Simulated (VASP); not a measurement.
# AlN: dielectric tensor with PBE

AlN:

```
CELL_PARAMETERS angstrom
0.00000 1.96900 1.96900
1.96900 0.00000 1.96900
1.96900 1.96900 0.00000
ATOMIC_POSITIONS crystal
Al 0.00000 0.00000 0.00000
N 0.50000 0.50000 0.50000
```

Measurements of this composition are mostly on another form, of space group No. 186.

* Program: VASP 6.6.1
* Task: dielectric tensor
* Functional: PBE
* Potentials or basis: VASP PAW PBE potentials, release 64 (Al, N)
* Cutoff: 520 eV
* k mesh: 12 × 12 × 12
* Occupations: gaussian, width 0.01 eV
* Spin: no spin polarisation
* Dipole correction: no
* Further INCAR settings: ALGO = Normal; EDIFF = 1e-08

```yaml
Band_gap_on_the_k_mesh: 5.16 eV, indirect (least direct gap 6.87 eV)
Electronic_dielectric_tensor_diagonal: 4.89
Born_charges_mean_of_the_diagonal: Al +2.90; N -2.90 e
```

Levels at points of the mesh, in eV from the valence-band top:
| k point | band 1 | band 2 | band 3 | band 4 | band 5 | band 6 | band 7 | band 8 |
| --- | --- | --- | --- | --- | --- | --- | --- | --- |
| (0.00, 0.00, 0.00) | -18.29 | 0.00 | 0.00 | 0.00 | 6.87 | 12.42 | 12.42 | 12.42 |
| (0.50, 0.00, 0.00) | -14.71 | -8.83 | -1.23 | -1.23 | 6.65 | 11.66 | 11.66 | 14.50 |
| (0.50, 0.50, 0.00) | -13.61 | -7.93 | -3.01 | -3.01 | 5.16 | 5.40 | 15.05 | 18.54 |

Electronic dielectric tensor:
```
4.89 0.00 0.00
0.00 4.89 0.00
0.00 0.00 4.89
```

Born effective charge tensors (e):
atom 1, Al
```
2.90 0.00 0.00
0.00 2.90 0.00
0.00 0.00 2.90
```
atom 2, N
```
-2.90  0.00  0.00
 0.00 -2.90  0.00
 0.00  0.00 -2.90
```

Run time: 35 s on 1 thread of Intel(R) Xeon(R) 6975P-C (Granite Rapids) (shared host), peak memory 0.17 GiB.

A k mesh can miss the band edges. As with any semilocal functional, this PBE gap is likely too small.
